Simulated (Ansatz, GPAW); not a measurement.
CdTe: bulk modulus by level of theory

Symmetry: F-43m, No. 216, cubic system. The conventional cell has a = 6.410 Å, b = 6.410 Å, c = 6.410 Å, α = 90.00°, β = 90.00°, γ = 90.00°. Around Te (site symmetry -43m) lie 4 Cd at 2.78 Å. Around Cd (site symmetry -43m) lie 4 Te at 2.78 Å.

| rung | level | program and potentials | cutoff (eV) | k mesh | smearing | spin | core time | chip | bulk modulus (GPa) | notes |
| --- | --- | --- | --- | --- | --- | --- | --- | --- | --- | --- |
| GGA + dispersion | RPBE+D3(BJ)+ATM | Ansatz, SPMS NC | 680 | 7 × 7 × 7 | gaussian 0.15 | off | 20 s | AMD EPYC 9R14 Zen 4 | 54.4 | potentials made for PBE |
| GGA + dispersion | PBE+D3(BJ) | Ansatz, Ansatz PAW | 420 | 7 × 7 × 7 | fermi-dirac 0.05 | off | 23 s | Arm Neoverse V1 | 39.9 | - |
| GGA + dispersion | revPBE+D4 | Ansatz, Ansatz PAW | 420 | 7 × 7 × 7 | fermi-dirac 0.05 | off | 27 s | Intel Xeon Platinum 8259CL Skylake/Cascade Lake | 39.2 | potentials made for PBE, which Ansatz adapts in part |
| meta-GGA + dispersion | r2SCAN+D3(BJ) | Ansatz, Ansatz PAW | 500 | 7 × 7 × 7 | fermi-dirac 0.05 | off | 56 s | Arm Neoverse V1 | 42.5 | potentials made for PBE, which Ansatz adapts in part |
| LDA | LDA | GPAW, PAW data sets generated for this functional | 600 | 6 × 6 × 6 | fermi-dirac 0.05 | off | 91 s | Arm Neoverse V1 | 46.8 | - |
| GGA | PBEsol | Ansatz, Ansatz PAW | 420 | 7 × 7 × 7 | fermi-dirac 0.05 | SOC, no magnetisation | 1.9 min | Arm Neoverse V1 | 40.9 | potentials made for PBE, which Ansatz adapts in part |
| hybrid | HSEsol | Ansatz, Ansatz PAW | 420 | 4 × 4 × 4 | fermi-dirac 0.05 | off | 2.4 min | Arm Neoverse V2 | 43.9 | coarse mesh; potentials made for PBE, which Ansatz adapts in part |
| hybrid | r2SCAN50 | Ansatz, Ansatz PAW | 500 | 4 × 4 × 4 | fermi-dirac 0.05 | off | 5.8 min | Arm Neoverse V1 | 44.4 | coarse mesh; potentials made for PBE, which Ansatz adapts in part |

Times are single runs on shared hosts and different chips, so they are rough; meshes, cutoffs and the tasks' sizes weigh on the time. Task: equation of state. Smearing widths are in eV. The cell comes from a database and isn't always the measured one. Meshes differ between rows, which moves values too. Meshes are those of the run's cell of 2 atoms unless a note names another. Runs on faulty files, with rough fits or with known faults for this quantity aren't shown.

By rung: LDA 46.8; GGA + dispersion 39.2 to 54.4; GGA 40.9; meta-GGA + dispersion 42.5; hybrid on coarse meshes 43.9 to 44.4 (GPa).
